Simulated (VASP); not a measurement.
AgCl in VASP 6.6.1, single-point calculation

INCAR

```
NSW = 0
LASPH = .TRUE.
LREAL = .FALSE.
ENCUT = 520
PREC = Accurate
LWAVE = .FALSE.
EDIFF = 1E-7
ISMEAR = 2
LCHARG = .FALSE.
IBRION = -1
NBANDS = 16
NELM = 120
SIGMA = 0.3
GGA = PE
ISIF = 2
```

KPOINTS

```
KPOINTS created by Atomic Simulation Environment
0
Gamma
8 8 8
0 0 0
```

POSCAR

```
Ag Cl
 1.0000000000000000
     0.0000000000000000    2.7731725637000002    2.7731725637000002
     2.8782758037999998    0.0000000000000000    2.7731725637000002
     2.8782758037999998    2.7731725637000002    0.0000000000000000
 Ag  Cl
   1   1
Cartesian
  0.0000000000000000  0.0000000000000000  0.0000000000000000
  2.8782758037999994  2.7731725637000002  2.7731725637000002
```

The recommended PBE PAW datasets give the neutral cell 18 valence electrons.

Command

```
mpirun -np 1 vasp_std
```

Predict the outcome of this run.

It converged. Results: gap between bands v and c on the k mesh 0.82 eV; least direct gap on the k mesh 3.03 eV; pressure -0.1 GPa. Band v is the last that the valence electrons fill when counted band by band, and c is the next.

OSZICAR

```
N       E                     dE             d eps       ncg     rms          rms(c)
DAV:   1     0.102215346376E+03    0.10222E+03   -0.86461E+03  1904   0.101E+03
DAV:   2    -0.168382088719E+01   -0.10390E+03   -0.95175E+02  2336   0.223E+02
DAV:   3    -0.556174571733E+01   -0.38779E+01   -0.38701E+01  2416   0.448E+01
DAV:   4    -0.559032858455E+01   -0.28583E-01   -0.28581E-01  2360   0.413E+00
DAV:   5    -0.559072560353E+01   -0.39702E-03   -0.39702E-03  2448   0.478E-01    0.559E+00
DAV:   6    -0.540367363550E+01    0.18705E+00   -0.25435E-01  2440   0.645E+00    0.365E+00
DAV:   7    -0.539952888901E+01    0.41447E-02   -0.96647E-02  2248   0.207E+00    0.189E+00
DAV:   8    -0.539888422432E+01    0.64466E-03   -0.50264E-03  2336   0.725E-01    0.298E-01
DAV:   9    -0.539896511374E+01   -0.80889E-04   -0.50590E-04  2352   0.292E-01    0.430E-02
DAV:  10    -0.539903973272E+01   -0.74619E-04   -0.11483E-04  2328   0.934E-02    0.329E-02
DAV:  11    -0.539904444634E+01   -0.47136E-05   -0.52066E-06  2392   0.159E-02    0.361E-03
DAV:  12    -0.539904445081E+01   -0.44618E-08   -0.27796E-07  2328   0.466E-03
   1 F= -.53990445E+01 E0= -.53995220E+01  d E =0.191017E-02
```

Standard output (part)

```
POSCAR found type information on POSCAR AgCl
 POSCAR found :  2 types and       2 ions
 LDA part: xc-table for (Slater+PW92), standard interpolation
 POSCAR, INCAR and KPOINTS ok, starting setup
 WAVECAR not read
 entering main loop
```

For comparison, a separate PBE run of the intended cell, on usual settings and not on those above, gives a gap of 0.82 eV on its mesh and a pressure of -0.1 GPa.
